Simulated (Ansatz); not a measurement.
# ScAl3 (Pm-3m) in Ansatz: reference runs

How does ScAl3 come out in PBEsol? The cell is run as given and disturbed.

Everything below comes from runs of Ansatz 0.2.0. Logs are shortened: lines on timing, memory, paths and dates and some standing lists are left out, and cuts for length are marked.

**Experimental background.**

“A Combined Experimental and First-Principles Based Assessment of Finite-Temperature Thermodynamic Properties of Intermetallic Al3Sc”, 2021, pmc:8067998 quotes, for a bulk crystal of ScAl3 at 298 K: bulk modulus 91.5 ± 1.1 GPa.

The results are compared with them further down.

**1. The structure**

Symmetry: Pm-3m, No. 221, cubic system. The conventional cell has a = 4.088 Å, b = 4.088 Å, c = 4.088 Å, α = 90.00°, β = 90.00°, γ = 90.00°. Sc (site symmetry m-3m) is surrounded by 12 Al at 2.89 Å. Al (site symmetry 4/mmm) is surrounded by 4 Sc at 2.89 Å and 8 Al at 2.89 Å.

The cell is a database's computed one.

**2. Single point, PBEsol**

The input, input.yaml:

```yaml
crystal:
  lattice:
    - [4.08780657, 0.0, 0.0]
    - [0.0, 4.08780657, 0.0]
    - [0.0, 0.0, 4.08780657]
  atoms:
    - { symbol: Sc, position: [0.0, 0.0, 0.0] }
    - { symbol: Al, position: [0.5, 0.5, 0.0] }
    - { symbol: Al, position: [0.0, 0.5, 0.5] }
    - { symbol: Al, position: [0.5, 0.0, 0.5] }
kpoints:
  mp_grid: { grid: [7, 7, 7] }
scf:
  occupations: { method: fermi_dirac, width: 0.05 }
hamiltonian:
  xc: pbesol
  pseudopotentials: { kind: all_electron, lapw: { basis_error: 0.001 } }
output:
  forces: true
  stress: true
  eigenvalues: true
  populations: true
```

Potentials or basis: all-electron LAPW, scalar-relativistic.

Started as:

```bash
$ ansatz run input.yaml --threads 2 --pin off --max-ram 8192MiB --backend cpu --events-out ev --progress --plain --runs-dir out
```

Standard output:

```text
Warning: RAYON_NUM_THREADS=2 ignored (pool sized by the plan → 2); use --threads N
Sc: projections on atomic orbitals take those of the free atom 1s2 2s2 2p6 3s2 3p6 3d1 4s2, of charge +0.00 (hamiltonian.pseudopotentials.projection_atoms)
Al: projections on atomic orbitals take those of the free atom 1s2 2s2 2p6 3s2 3p1, of charge +0.00 (hamiltonian.pseudopotentials.projection_atoms)
LAPW: plane waves up to 6.865 Å⁻¹, error target 1.0e-3 eV per atom; small_component_spin mean_spin; Al in spheres of 1.294 Å, 11 of its electrons in bands, Dirac shells []; Sc in spheres of 1.597 Å, 11 of its electrons in bands, Dirac shells [] (how accurate: hamiltonian.pseudopotentials.lapw.basis_error, Limitations)
Engine: ansatz 0.2.0, x86_64-unknown-linux-gnu
Pseudopotentials: kind: all_electron
Pseudopotential: Sc, LAPW, valence charge 11, lapw/all_electron/scalar/gaussian/Sc, Koelling and Harmon's equation, gaussian nucleus
Pseudopotential: Al, LAPW, valence charge 11, lapw/all_electron/scalar/gaussian/Al, Koelling and Harmon's equation, gaussian nucleus
Functional definition: PBEsol
  exchange = pbesol_x
  correlation = pbesol_c
Crystal: 4 atoms, lattice volume = 68.308 Å³
Basis set: ecut = 179.5698683687574 eV, 365 PW (Γ), exchange–correlation at level 2
Bands: 27, of which v1, the nominal top of the filled ones, is band 22 counted from 1 (21 counted from 0)
Symmetry: 48 space group operations
Space group: Pm-3m (ITA 221), of the structure as read, at distance tolerance 4.1e-5 Å
k-points: 20 of 343
Non-local potential: Sc, projectors of the file, none
Non-local potential: Al, projectors of the file, none
Initial density: superposition of atomic densities (chi_scale 0.1, normalization cell, long waves kept (reshape's long-wave potential 0.00 eV rms))
Initial wavefunctions: plane waves of lowest kinetic energy (no species holds an atomic orbital)
Functional: x = pbesol(κ = 0.804, μ = 0.12345679012345678), c = pbesol(β = 0.046)
iter 1 solved again at ethr=8.65e-4 eV; its pass at ethr=1.00e-1 eV (dr2=3.81e-1 eV) is discarded
SCF iter   1: F=—  HF=-40556.943314 eV  |F-HF|=—  |Δ(HF+E_count)|=         —  Δρ=1.77e-2  dr2=3.81e-1  ethr=8.65e-4  ⟨swp⟩=2.2  Hψ=3794  notcnv=0
preconditioner: auto → Kerker (q_TF=auto, 2.535 Å⁻¹)  [metal: Δε(μ)=0.035 eV  Ē_g=5.838 eV  σ=0.050 eV  W_gap=0.17  n_scr=18 (ndim 8)  ℏωp=15.6 eV  f_vac=0.000  D(μ)=1.43/eV (n_scr^D=6)]
SCF iter   2: F=—  HF=-40556.815812 eV  |F-HF|=—  |Δ(HF+E_count)|=   1.28e-1  Δρ=1.09e-2  dr2=1.37e-1  ethr=8.65e-4  ⟨swp⟩=2.0  Hψ=1616  notcnv=0
SCF iter   3: F=—  HF=-40556.769991 eV  |F-HF|=—  |Δ(HF+E_count)|=   4.58e-2  Δρ=4.48e-3  dr2=3.75e-2  ethr=3.11e-4  ⟨swp⟩=2.0  Hψ=1614  notcnv=0
iter 4 solved again at ethr=5.65e-6 eV; its pass at ethr=8.52e-5 eV (dr2=2.49e-3 eV) is discarded
SCF iter   4: F=—  HF=-40556.761838 eV  |F-HF|=—  |Δ(HF+E_count)|=         —  Δρ=1.79e-3  dr2=2.47e-3  ethr=5.65e-6  ⟨swp⟩=2.0  Hψ=2735  notcnv=0
the basis was enlarged: its passes take 128.2 KiB over the memory plan, 2 of 2 planned eigensolver slots
SCF iter   5: F=—  HF=-40556.759932 eV  |F-HF|=—  |Δ(HF+E_count)|=   1.91e-3  Δρ=6.69e-4  dr2=4.84e-4  ethr=5.62e-6  ⟨swp⟩=2.4  Hψ=1536  notcnv=0
SCF iter   6: F=—  HF=-40556.759706 eV  |F-HF|=—  |Δ(HF+E_count)|=   2.26e-4  Δρ=1.93e-4  dr2=4.57e-5  ethr=1.10e-6  ⟨swp⟩=3.0  Hψ=1577  notcnv=0
SCF iter   7: F=—  HF=-40556.759699 eV  |F-HF|=—  |Δ(HF+E_count)|=   6.40e-6  Δρ=4.66e-5  dr2=1.59e-6  ethr=1.04e-7  ⟨swp⟩=2.2  Hψ=1531  notcnv=0
SCF iter   8: F=-40556.759699 eV  HF=-40556.759700 eV  |F-HF|=1.00e-8  |Δ(HF+E_count)|=   3.97e-8  Δρ=7.61e-6  dr2=6.19e-8  ethr=3.60e-9  ⟨swp⟩=2.1  Hψ=1528  notcnv=0
SCF 1 converged in 8 iterations: F = -40556.759699 eV  dr2 = 6.19e-8
SCF converged after 8 iterations
Free energy (F): -40556.759699 eV
Harris-Foulkes:  -40556.759700 eV  (|F-HF|=1.00e-8)
Internal energy: -40556.746756 eV  (E = F + TS)
E sigma→0 (E₀):  -40556.753228 eV
Entropy (-TS):   -0.012944 eV (-3.236 meV/atom)
Fermi energy:    10.546162 eV
--- Per-component energies (eV) ---
  E_band       = -1618.094993
  E_kinetic    = 40768.800751
  E_xc         = -2522.121271
  E_electrostatic = -78803.426236  (all electrons and nuclei)
  E_smearing   = -0.012944  (= −TS)
  E_closure    = 0.000000  (closes the sum)
  E_atoms      = -40537.673502  (free atoms, spherical and without spin; not in F)
  Σ components = -40556.759699   (vs F -40556.759699, Δ=0.00e0)
  Basis errors (estimates in eV, not in F): energy 2.5e-4 per atom: plane waves 2.2e-4 (1.1e-4 summed), levels above the bands 4.3e-32, relativity 4.3e-9, radial functions 3.4e-5, core shells 7.8e-9; eigenvalues (radial functions only) 2.5e-6; not estimated: angular momenta, meshes, grids; target (lapw.basis_error) 1.0e-3; muffin-tin radii Al 1.294 Å, Sc 1.597 Å
--- Forces (eV/Å), atoms counted from 1 ---
  atom   1  Sc    -0.00000000    -0.00000000     0.00000000
  atom   2  Al     0.00000000    -0.00000000     0.00000000
  atom   3  Al     0.00000000     0.00000000     0.00000000
  atom   4  Al     0.00000000    -0.00000000     0.00000000
  max |Σ_I F_I| component: 2.47e-31 eV/Å
--- Stress (GPa, compression-positive) ---
       -1.138911       0.000000       0.000000
        0.000000      -1.138911       0.000000
        0.000000       0.000000      -1.138911
  P = ⅓ Tr σ = -1.1389 GPa (-11.389 kbar)
--- Band table (eV; the first three rows and the last of 20) ---
  k-point 0: bands = ["-92.1630", "-92.1606", "-92.1606", "-53.8564", "-53.8564", "-53.8564", "-53.8293", "-53.8293", "-53.8293", "-53.8292", "-53.8292", "-53.8292", "-38.1239", "-16.9206", "-16.9206", "-16.9206", "0.6273", "8.0131", "8.0131", "8.8396", "8.8396", "8.8396", "11.8814", "11.9339", "11.9339", "11.9339", "15.4190"]
  k-point 1: bands = ["-92.1629", "-92.1607", "-92.1606", "-53.8562", "-53.8562", "-53.8561", "-53.8295", "-53.8294", "-53.8294", "-53.8293", "-53.8292", "-53.8292", "-38.1237", "-16.9269", "-16.9201", "-16.9201", "0.8150", "6.7619", "8.1592", "8.8607", "8.8607", "9.6258", "11.8338", "11.8338", "11.9912", "12.6023", "14.1668"]
  k-point 2: bands = ["-92.1626", "-92.1610", "-92.1606", "-53.8558", "-53.8558", "-53.8554", "-53.8303", "-53.8298", "-53.8298", "-53.8293", "-53.8292", "-53.8292", "-38.1231", "-16.9410", "-16.9190", "-16.9190", "1.3655", "5.1173", "8.5656", "8.9014", "8.9014", "10.5534", "11.6892", "11.6892", "12.1284", "12.7231", "13.5126"]
  k-point 19: bands = ["-92.1615", "-92.1614", "-92.1614", "-53.8652", "-53.8493", "-53.8493", "-53.8355", "-53.8355", "-53.8355", "-53.8249", "-53.8249", "-53.8248", "-38.1203", "-16.9438", "-16.9435", "-16.9435", "4.8813", "5.8647", "5.8647", "6.7935", "7.8586", "7.8586", "7.9737", "11.9995", "13.2426", "13.2426", "14.6622"]
--- Löwdin populations: 4 sites ---
  site symbol       q [e]
     0     Sc     20.5226
     1     Al     13.1254
     2     Al     13.1254
     3     Al     13.1254
  spilling = 0.001687 (of n_electrons = 60.000000)
```

Run time: 4.8 s. Hardware: 2 threads of Intel Xeon Platinum 8375C at 2.90GHz (Ice Lake), shared host; peak memory 0.32 GiB.

What came out:

```
Free energy            : -40556.7597 eV
Pressure               : -1.1 GPa
Band gap on the k mesh : none (metal or under the smearing width)
Loewdin charges        : Sc +0.48; Al -0.13 e
```

Levels at points of the mesh, in eV from the Fermi level:
```
           k point  band 20  band 21  band 22  band 23  band 24  band 25
(0.00, 0.00, 0.00)    -1.71    -1.71    -1.71     1.34     1.39     1.39
```

**3. Equation of state, PBEsol**

Potentials or basis: all-electron LAPW, scalar-relativistic.

This step only gathers the single runs of the series.

What came out:

| Property | Result |
| --- | --- |
| Equilibrium volume | 16.86 Å³/atom |
| Bulk modulus | 92 GPa |
| Pressure derivative of the bulk modulus | 4.0 |

Energy against volume, from the lowest point:
| volume (Å³/atom) | energy (meV/atom) |
| --- | --- |
| 16.052 | 11.85 |
| 16.394 | 3.63 |
| 16.735 | 0.00 |
| 17.077 | 0.51 |
| 17.419 | 4.71 |
| 17.760 | 12.33 |
| 18.102 | 22.98 |

**4. Single point, PBEsol (atoms moved at random, drawn with an rms of 0.05 Å)**

Changes to input.yaml since step 2:

```diff
@@ -6,6 +6,6 @@
   atoms:
-    - { symbol: Sc, position: [0.0, 0.0, 0.0] }
-    - { symbol: Al, position: [0.5, 0.5, 0.0] }
-    - { symbol: Al, position: [0.0, 0.5, 0.5] }
-    - { symbol: Al, position: [0.5, 0.0, 0.5] }
+    - { symbol: Sc, position: [0.004295, -0.000476, -0.006616] }
+    - { symbol: Al, position: [0.497634, 0.498802, 0.011843] }
+    - { symbol: Al, position: [-0.012773, 0.501108, 0.499126] }
+    - { symbol: Al, position: [0.500176, 0.007981, 0.501812] }
 kpoints:
```

Started as:

```bash
$ ansatz run input.yaml --threads 2 --pin off --max-ram 8192MiB --backend cpu --events-out ev --progress --plain --runs-dir out
```

Wall time 42 s (2 threads of Intel Xeon Platinum 8375C at 2.90GHz (Ice Lake), shared host); peak memory 0.65 GiB.

It converged, with:

```yaml
Free_energy: -40556.7377 eV
Pressure: -1.0 GPa
Largest_force: 0.410 eV/Å
Band_gap_on_the_k_mesh: none (metal or under the smearing width)
Loewdin_charges: Sc +0.48; Al -0.13 e
```

Forces on the atoms (eV/Å):
```
Sc  -0.254  0.046  0.318
Al   0.037  0.086 -0.246
Al   0.245  0.025  0.000
Al  -0.029 -0.156 -0.073
```

Stress tensor (GPa, compression positive):
```
-0.98  0.07  0.08
 0.07 -1.02 -0.06
 0.08 -0.06 -1.00
```

Levels at points of the mesh, in eV from the Fermi level:
```
           k point  band 20  band 21  band 22  band 23  band 24  band 25
(0.00, 0.00, 0.00)    -1.71    -1.71    -1.70     1.32     1.38     1.39
```

**5. Overview**

```csv
task,cell,cutoff (eV),gap on the mesh (eV),pressure (GPa)
single point,as given,180,none,-1.1
equation of state,as given,-,-,-
single point,"atoms moved at random, drawn with an rms of 0.05 Å",185,none,-1.0
```

Alike in all rows: level PBEsol; potentials or basis all-electron LAPW, scalar-relativistic; no spin polarisation; k mesh 7 × 7 × 7; smearing fermi-dirac 0.05 eV; basis error allowed 0.001 eV/atom.

Compare energies only between runs with the same functional and basis.

**6. How close it comes**

Step 3. A measured bulk modulus of ScAl3 is 91.5 GPa (298 K; quoted in “A Combined Experimental and First-Principles Based Assessment of Finite-Temperature Thermodynamic Properties of Intermetallic Al3Sc”, 2021, pmc:8067998); the calculated 92 GPa misses it by +0.6 %. The fit is for a static lattice scaled at fixed shape and fixed fractional positions.
